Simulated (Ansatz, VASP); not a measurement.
**Ti in VASP and in Ansatz**

Contents of INCAR:

```
SYSTEM = Ti
PREC = Accurate
ENCUT = 520
EDIFF = 1E-8
ISMEAR = -1
SIGMA = 0.08
LREAL = .FALSE.
LASPH = .TRUE.
NELM = 100
ALGO = Normal
ISIF = 2
LWAVE = .FALSE.
LCHARG = .FALSE.
GGA = PS
LEFG = .TRUE.
NBANDS = 19
```

The input KPOINTS:

```
regular mesh
0
G
  13 13 7
  0 0 0
```

Contents of POSCAR:

```
Ti
1.0
    2.9101281370      0.0000000000      0.0000000000
   -1.4550640685      2.5202448949      0.0000000000
    0.0000000000      0.0000000000      4.6226679121
Ti
2
Direct
    0.3333333333      0.6666666667      0.2500000000
    0.6666666667      0.3333333333      0.7500000000
```

Input for Ansatz:

```yaml
crystal:
  lattice:
    - [2.910128137, 0.0, 0.0]
    - [-1.4550640685, 2.5202448949, 0.0]
    - [0.0, 0.0, 4.6226679121]
  atoms:
    - { symbol: Ti, position: [0.3333333333, 0.6666666667, 0.25] }
    - { symbol: Ti, position: [0.6666666667, 0.3333333333, 0.75] }
kpoints:
  mp_grid: { grid: [13, 13, 7] }
scf:
  occupations: { method: fermi_dirac, width: 0.08 }
hamiltonian:
  xc: pbesol
  pseudopotentials: { kind: paw }
output:
  forces: true
  stress: true
  eigenvalues: true
  efg: { contact_densities: true }
```

Change from the starting cell: functional pbesol, volume scaled by 0.96, PAW files.

Alike in both runs: task electric field gradients; functional PBEsol; k mesh 13 × 13 × 7; occupations fermi-dirac, width 0.08 eV; no spin polarisation.

|  | VASP | Ansatz |
| --- | --- | --- |
| version | VASP 6.6.1 | Ansatz 0.2.0 |
| potentials or method | VASP PAW PBE potentials, release 64 (Ti_sv) | PAW with Ansatz's default frozen-core files, scalar-relativistic |
| plane-wave cutoff (eV) | 520 | 420 |
| valence electrons in the cell | 24 | 24 |

```csv
,VASP,Ansatz,Ansatz less VASP
pressure (GPa),-1.8,-1.5,+0.28
largest component of the traceless stress (GPa),0.25,0.25,+0.005
Vzz of the field gradient on the site that differs most (V/Å²),18.2,20.1,+1.85
```

Caveats: the PAW data sets were made with another functional, which shifts forces and pressure a little (VASP).
